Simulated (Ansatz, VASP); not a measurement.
**One calculation of WS2, two programs**

```xyz
3
Lattice="2.6018 0.0000 0.0000 0.0000 2.6018 0.0000 0.0000 0.0000 9.2368" Properties=species:S:1:pos:R:3 pbc="T T T"
W     1.3009    1.3009    4.6184
S     1.3009    1.3009    7.0373
S     1.3009    1.3009    2.1995
```

Alike in both runs: task relaxation of cell and atoms; functional PBE; k mesh 18 × 18 × 6; occupations gaussian, width 0.1 eV; no spin polarisation.

|  | VASP | Ansatz |
| --- | --- | --- |
| version | VASP 6.6.1 | Ansatz 0.2.0 |
| potentials or method | VASP PAW PBE potentials, release 64 (W_sv, S) | scalar-relativistic, plane waves, PAW |
| plane-wave cutoff (eV) | 600 | 420 |
| valence electrons in the cell | 26 | 26 |

|  | VASP | Ansatz | Ansatz less VASP |
| --- | --- | --- | --- |
| gap on the k mesh at the Fermi level, each at its own relaxed structure (eV) | none | none | - |
| relaxed volume (Å³/atom) | 20.95 | 20.68 | -0.273 |
| relaxed cell length with the largest relative difference (Å) | 9.336 | 9.234 | -0.1020 |
| energy change over the relaxation (meV/atom) | -3 | -3 | -0.1 |

A gap of «none» marks a metal or a gap that the smearing closes.

Caveats: this functional lacks dispersion, which binds the layers, so the pressure and a relaxed spacing across them are unreliable. The runs have no spin-orbit coupling, so splittings on W are missing.
